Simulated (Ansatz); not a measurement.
# GeSb₄Te₄: one atom moved along a line

Computed with DFT PBEsol, scalar-relativistic, plane waves, PAW (Ansatz 0.2.0). Cutoff 420 eV, Γ-centred 12×12×4 k-points, Gaussian smearing of 0.15 eV. Spin–orbit coupling is left out, which matters for the heavy elements here. No spin polarisation. Energies are free energies at this smearing, counted from the undisturbed cell; pressure is positive in compression.

Reference structure (relaxed at this level; it needn't be the usual structure):

```
Ge Sb Te
1.0
     4.26661    0.00000    0.00000
    -2.13330    3.69499    0.00000
     0.00000    0.00000   17.00671
Ge Sb Te
1 4 4
Direct
  0.00000 0.00000 0.00000
  0.33333 0.66667 0.54586
  0.66667 0.33333 0.45414
  0.66667 0.33333 0.78736
  0.33333 0.66667 0.21264
  0.33333 0.66667 0.90322
  0.66667 0.33333 0.09678
  0.00000 0.00000 0.68674
  0.00000 0.00000 0.31326
```

Atom 8 (Te) is moved by x along the Cartesian unit vector (0.000, -0.821, 0.570); the cell and all other atoms stay fixed.

| x (Å) | ΔE (meV/cell) | force along x on the moved atoms (eV/Å) | pressure (GPa) | gap on the mesh (eV) |
| --- | --- | --- | --- | --- |
| -0.2000 | 71.6 | ? | -0.3 | 0.00 |
| -0.1000 | 19.0 | 0.37 | -0.2 | 0.00 |
| 0.0000 | 0.0 | 0.00 | 0.0 | 0.02 |
| 0.1500 | 51.8 | -0.73 | 0.3 | 0.00 |

Task: Give the withheld values.

Result: force along x on the moved atoms (eV/Å) at x (Å) = -0.2000: 0.68.